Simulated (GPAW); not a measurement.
Runs of GPAW 26.7.0 on Si2Ni. It takes space group Fm-3m (No. 225, cubic). Conventional cell: a = 5.406 Å, b = 5.406 Å, c = 5.406 Å, α = 90.00°, β = 90.00°, γ = 90.00°. Ni (site symmetry m-3m) has 8 Si at 2.34 Å as nearest neighbours. Around Si (site symmetry -43m) lie 4 Ni at 2.34 Å. 

```csv
level,potentials or basis,eigensolver,pressure (GPa),moment (μB)
TPSS,"GPAW PAW data sets (gpaw-data 1.2.1), pw",davidson,(a),0.00
PW91,"PAW data sets generated in the run's folder for this functional, pw",-,5.2,0.00
AM05,"PAW data sets generated in the run's folder for this functional, pw",-,-0.6,0.00
BLYP,"PAW data sets generated in the run's folder for this functional, pw",davidson,11.6,0.00
LDA,"the program's PAW data sets (release 1.2.1) made for this functional, pw",-,(b),0.00
```

Alike in all rows: task band structure; spin collinear, ferromagnetic start; cell as given; k mesh 9 × 9 × 9; cutoff (eV) 600; smearing fermi-dirac 0.05 eV.

Problem. Estimate the missing entries.

Solution. (a) 1.8; (b) -3.4.

Caveats: the stock nickel data set gives pressures a few GPa off other programs; the PAW data sets were made with another functional, which shifts forces and pressure a little (some runs).

Runs at the PBE level aren't shown here.
